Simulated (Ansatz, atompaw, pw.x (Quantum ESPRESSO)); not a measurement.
# Ga (Z = 31): one change to the PAW (atompaw) potential, in the atom and in the fcc crystal

* Element: gallium (Ga)
* Generator: atompaw 4.2.0.5
* Type: PAW
* Functional: LDA (PW92)
* Relativity: scalar-relativistic
* Frozen core: [Ar]
* Valence charge: 13
* Reference configuration: 3d10 4s2 4p1
* Partial waves: 4s (bound): rc 2.25 bohr; 4s channel at 4.1 Ry: rc 2.25 bohr; 4p (bound): rc 1.65 bohr; 4p channel at 1.25 Ry: rc 1.65 bohr; 3d (bound): rc 1.35 bohr; 3d channel at -0.25 Ry: rc 1.35 bohr
* Local potential: bessel scheme, radius 2.00 bohr
* Core correction: smooth core density matched at 2.20 bohr
* Augmentation charge: sinc compensation charge, radius 2.10 bohr; PAW radius 2.25 bohr; waves and projectors: custom polynom vanderbiltortho

Change: all radii scaled by about 1.27 (s 2.86, p 2.10, d 1.72 bohr); local potential bessel scheme, radius 2.54 bohr; augmentation sinc compensation charge, radius 2.68 bohr; PAW radius 2.86 bohr; waves and projectors: custom polynom vanderbiltortho; core correction smooth core density matched at 2.80 bohr.

Cutoffs, loose and tight: the cutoffs (Ry, on a coarse ladder) from which the occupation-weighted sum of valence levels, in a spherical-Bessel basis at the reference potential, stays within 10 and 1 mRy of its value at 400 Ry. They see the waves, projectors and local potential, not the compensation charge or the core.

Crystal test: fcc Ga in pw.x 7.5, no spin, 14³ k-points, Fermi–Dirac smearing 0.01 Ry, cutoffs set for each file from its atomic test. The reference is all-electron LAPW (Ansatz 0.2.0) with the same functional, mesh and smearing; V0 and B0 come from Birch–Murnaghan fits to the pressures at five volumes. Errors are pseudo minus all-electron; Δ is the rms difference of the E(V) curves that follow from these fits, minima aligned, over ±6 % about the mean V0. Mesh and smearing are coarse, so the numbers serve the comparison and aren't converged zero-temperature values; the lattice is a test structure that the element need not adopt.

All-electron: a0 = 4.093 Å (V0 = 17.15 Å³/atom), B0 = 65.0 GPa.

Q: Does the change bring the crystal closer to the all-electron result?

A: The mean pressure error goes from +0.20 to +0.67 GPa, so the change moves the solid further from the all-electron pressures. At 80 % of its cutoff the pressure of the base moves by -0.64 GPa.

```json
{"quantity": "outcome (atom)", "base": "generated", "changed": "generated"}
{"quantity": "cutoff, loose (atom)", "base": "90 Ry", "changed": "50 Ry"}
{"quantity": "cutoff, tight (atom)", "base": "140 Ry", "changed": "80 Ry"}
{"quantity": "bound ghosts (atom)", "base": "none", "changed": "none"}
{"quantity": "cutoffs in pw.x (Ry)", "base": "170/900", "changed": "100/900"}
{"quantity": "a0 (Å)", "base": "4.097", "changed": "4.107"}
{"quantity": "a0 error (%)", "base": "+0.10", "changed": "+0.33"}
{"quantity": "B0 error (%)", "base": "+0.0", "changed": "+0.3"}
{"quantity": "Δ (meV/atom)", "base": "0.7", "changed": "2.4"}
{"quantity": "mean pressure error (GPa)", "base": "+0.20", "changed": "+0.67"}
```

Changed file: The largest radius (2.86 bohr) exceeds half the bond length (2.74 bohr), so the spheres overlap, which is one possible source of error among others.
